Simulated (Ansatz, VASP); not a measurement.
# Two plane-wave programs on CoO

Contents of run.py:

```python
from ase.calculators.vasp import Vasp
from ase.dft.bandgap import bandgap
from ase.io import read

atoms = read('POSCAR')
atoms.set_initial_magnetic_moments([2.0, 0.0])
calc = Vasp(
    directory='calc',
    xc='pbe',
    pp='PBE',
    setups={'base': 'minimal', 'Co': '_GW', 'O': '_GW'},
    prec='Accurate',
    encut=550,
    ediff=1e-07,
    ismear=0,
    sigma=0.05,
    lreal=False,
    lasph=True,
    nelm=120,
    algo='Fast',
    isif=2,
    lwave=False,
    lcharg=False,
    ispin=2,
    lorbit=11,
    lmaxmix=4,
    kpts=[11, 11, 11],
    gamma=True,
)
atoms.calc = calc

print('energy (eV):', atoms.get_potential_energy())
print('free energy (eV):', atoms.get_potential_energy(force_consistent=True))
print('forces (eV/A):')
print(atoms.get_forces())
print('stress (eV/A^3, Voigt):', atoms.get_stress())
print('Fermi level (eV):', calc.get_fermi_level())
print('moment (muB):', atoms.get_magnetic_moment())
print('site moments (muB):', atoms.get_magnetic_moments())
gap, top, bottom = bandgap(calc)
print('band gap (eV):', gap, 'from (spin, k, band)', top, 'to', bottom)
```

File POSCAR:

```
CoO
1.0
    0.0000000000      2.1315000000      2.1315000000
    2.1315000000      0.0000000000      2.1315000000
    2.1315000000      2.1315000000      0.0000000000
Co O
1 1
Direct
    0.0000000000      0.0000000000      0.0000000000
    0.5000000000      0.5000000000      0.5000000000
```

Contents of input.yaml:

```yaml
crystal:
  lattice:
    - [0.0, 2.1315, 2.1315]
    - [2.1315, 0.0, 2.1315]
    - [2.1315, 2.1315, 0.0]
  atoms:
    - { symbol: Co, position: [0.0, 0.0, 0.0], spin: 2.0 }
    - { symbol: O, position: [0.5, 0.5, 0.5] }
hamiltonian:
  xc: pbe
  pseudopotentials: { kind: paw }
magnetization:
  spin_polarized: true
kpoints:
  mp_grid: { grid: [11, 11, 11] }
scf:
  occupations: { method: gaussian, width: 0.05 }
output:
  forces: true
  stress: true
  eigenvalues: true
```

Alike in both runs: task single point; functional PBE; k mesh 11 × 11 × 11; occupations gaussian, width 0.05 eV; collinear spin, ferromagnetic start.

```csv
,VASP,Ansatz
version,VASP 6.6.1,Ansatz 0.2.0
potentials or method,"VASP PAW PBE potentials, release 64 (Co_GW, O_GW)",Ansatz PAW
plane-wave cutoff (eV),550,420
valence electrons in the cell,15,23
```

|  | VASP | Ansatz | Ansatz less VASP |
| --- | --- | --- | --- |
| gap on the k mesh at the Fermi level (eV) | none | none | - |
| pressure (GPa) | -2.9 | -1.7 | +1.12 |
| net moment per atom (μB) | 1.47 | 1.48 | +0.016 |
| size of the moment on the site where the two differ most (μB) | 2.56 | 2.52 | -0.042 |

Site moments also hang on the region over which each program counts them. A gap of «none» marks a metal or a gap that the smearing closes. With one functional, cell and mesh, what is left measures potentials, basis and numerics. The two sets of potentials don't hold the same shells in valence.

Caveats: a cell with one magnetic atom can't hold antiferromagnetic order, which such compounds often take; semilocal functionals often make such compounds metallic where correlation or magnetic order opens a gap, which also shifts bond lengths; the pressure holds a Pulay correction of +0.7 GPa for the finite cutoff (Ansatz). With open d or f shells a metallic result of PBE can be an artefact of self-interaction; +U or a hybrid may open a gap.
